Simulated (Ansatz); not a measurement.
**Ti₃Al: moving Ti off its site**

Ti₃Al, P6_3/mmc, a = 5.755 Å, c = 4.654 Å. The structure is a COD entry; whether it is the stable form wasn't checked. Ansatz: PBE, PAW, 420 eV, Γ-centred 12×12×8 mesh on 8 atoms, Gaussian smearing 0.15 eV; no spin polarisation.

```xyz
8
Lattice="5.7553 0.0000 0.0000 -2.8777 4.9843 0.0000 0.0000 0.0000 4.6541" Properties=species:S:1:pos:R:3 pbc="T T T"
Ti    4.2896    0.8463    1.1635
Ti    1.4119    4.1380    3.4906
Ti    2.8777    3.2917    1.1635
Ti   -1.4119    4.1380    3.4906
Ti    1.4658    0.8463    1.1635
Ti    0.0000    1.6925    3.4906
Al    0.0000    3.3228    1.1635
Al    2.8777    1.6614    3.4906
```

Atom 1 (Ti) moves by x along the unit vector (-0.700, -0.420, -0.577), with its periodic images; all else is held. y is the free energy of the cell over the start, F the force along the path summed over the moved atoms.

```tsv
x (Å)	y (meV)	F (eV/Å)
-0.600	?	?
-0.450	757.5	3.48
-0.300	328.8	2.24
-0.150	80.8	1.08
0.000	0.0	0.00
0.150	83.8	-1.13
0.300	345.9	-2.37
0.450	793.7	-3.57
0.600	1399.8	-4.45
```

Q: Fit y = c2 x² + c3 x³ + c4 x⁴ to the energies of the other rows, give the force constant, and predict energy and force of the missing row.

A: Least squares on the rows shown. y = 3822.0 x² + 177.08 x³ − 90.599 x⁴. The force constant is 2 c2 = 7.64 eV/Å² (for all images moving together, not for a lone atom). The force −dy/dx at the missing row is 4.32 eV/Å (computed 4.70). At x = -0.600 the fit asked for gives 1325.9 meV. The run gave 1372.9 meV, so the fit is 47.0 meV too low, 3.4 % of the span of the series, against an rms of 5.3 meV on the fitted rows. The row lies outside the fitted range. With a term in x⁵ added, a fit to the same known rows predicts 1431.2 meV, which misses by about as much or more on the other side: the known rows don't fix the higher terms.